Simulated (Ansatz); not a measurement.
## Density of states of SiNi

```
Si Ni
1.0
     2.94277    0.00000    0.00000
     0.00000    3.28033    0.00000
     0.00000    0.00000    4.67745
Si Ni
2 2
Direct
  0.00000 0.00000 0.15686
  0.50000 0.50000 0.84314
  0.00000 0.00000 0.65750
  0.50000 0.50000 0.34250
```

Structure from Materials Project entry mp-999192 (possibly hypothetical), not relaxed further.

Spin polarisation is left out, and whether a magnetic state lies lower isn't shown here.

Method: DFT, PBEsol, all-electron LAPW, scalar-relativistic in Ansatz 0.2.0.

The runs use a Γ-centred 14×12×9 k mesh, Fermi–Dirac smearing of 0.05 eV, basis error target 1 meV/atom, no spin polarisation.

States per eV and cell, averaged over 0.6 eV, from -10.0 to 3.0 eV, with energies (bin centres) from the Fermi level; empty bins are left out. The partial columns, the largest 4 alone, are projections on Löwdin-orthogonalised atomic shells (those that the program's projection atoms carry: the occupied ones and, for some elements, an empty d or f shell; other empty shells have no column), summed over atoms of an element. Weights on diffuse s and p shells depend on that basis and aren't pure angular character.

```tsv
E (eV)	total	Ni 3d	Si 3p	Si 3s	Ni 4s
-9.8	0.74	0.04	0.26	0.32	0.10
-9.2	0.92	0.07	0.30	0.42	0.11
-8.6	1.05	0.13	0.30	0.51	0.11
-8.0	1.02	0.19	0.23	0.52	0.08
-7.4	0.44	0.07	0.21	0.10	0.06
-6.8	1.01	0.19	0.59	0.09	0.11
-6.2	1.95	0.54	1.02	0.19	0.17
-5.6	1.68	0.69	0.70	0.16	0.11
-5.0	1.64	0.76	0.67	0.10	0.09
-4.4	3.65	2.41	0.88	0.12	0.15
-3.8	6.00	4.69	0.98	0.09	0.06
-3.2	6.84	5.65	0.93	0.07	0.06
-2.6	4.99	4.52	0.29	0.03	0.04
-2.0	6.35	5.79	0.32	0.07	0.07
-1.4	3.90	3.01	0.59	0.15	0.06
-0.8	0.92	0.50	0.30	0.05	0.02
-0.2	0.80	0.41	0.27	0.07	0.02
0.4	1.54	0.72	0.51	0.18	0.05
1.0	1.29	0.47	0.50	0.18	0.06
1.6	1.66	0.48	0.64	0.24	0.16
2.2	1.83	0.42	0.78	0.24	0.19
2.8	1.68	0.30	0.74	0.22	0.19
```

(1) Which of the resolved shells contributes most within 0.3 eV of the Fermi level?

(2) Where is the centre of the filled Ni 3d states between -14 eV and the top of the filled states?

Answers

(1) Ni 3d, with 51 % of all states there; Si 3p follows with 32 %.

(2) -3.11 eV from the Fermi level.
